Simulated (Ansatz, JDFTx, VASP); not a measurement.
C: 3 runs at one level of theory

The starting cell:

```xyz
2
Lattice="0.0000 1.7834 1.7834 1.7834 0.0000 1.7834 1.7834 1.7834 0.0000" Properties=species:S:1:pos:R:3 pbc="T T T"
C     2.6751    2.6751    2.6751
C     1.7834    1.7834    1.7834
```

Alike in all runs: task relaxation of cell and atoms; functional PBE; dispersion D3(BJ); k mesh 13 × 13 × 13; occupations fermi-dirac, width 0.05 eV; no spin polarisation; no spin-orbit coupling.

```tsv
program and potentials	plane-wave cutoff (eV)	notes	equilibrium volume (Å³/atom)
JDFTx, PseudoDojo-SR-PBE-0.5-standard	1116	-	5.63
VASP, PBE PAW files C, 600 eV	600	-	5.63
Ansatz, all-electron LAPW, scalar-relativistic	-	-	5.62
```

The equilibrium volume spans 5.62 (Ansatz, all-electron LAPW, scalar-relativistic) to 5.63 Å³/atom (JDFTx, PseudoDojo-SR-PBE-0.5-standard), with all-electron results at 5.62. Relaxations stop with a little pressure left, so the last digit of a volume isn't settled.

Differences between rows come from potentials, basis sets and numerical settings, since the functional is the same but for its coding. Runs on potential files found faulty are left out.

The three runs give practically the same volume for diamond, 5.62 to 5.63 Å³/atom, and the difference is too small to rank the potentials. Such agreement is expected for carbon: the 1s shell is compact and lies far below the 2s and 2p valence states, so it hardly responds to bonding, and replacing it by a potential or a frozen core costs little. The small volume itself reflects the network of short, strong sp³ σ bonds, which makes the lattice stiff.

All three volumes lie slightly below that of the starting cell, which is close to the measured one. PBE alone usually makes diamond a little too large, so the added dispersion attraction probably accounts for much of the contraction. The missing zero-point expansion, noticeable for so light an atom in so stiff a lattice, may also contribute to the gap from experiment. Agreement at the equilibrium volume doesn't establish equal accuracy under strong compression, where the cores come closer together.
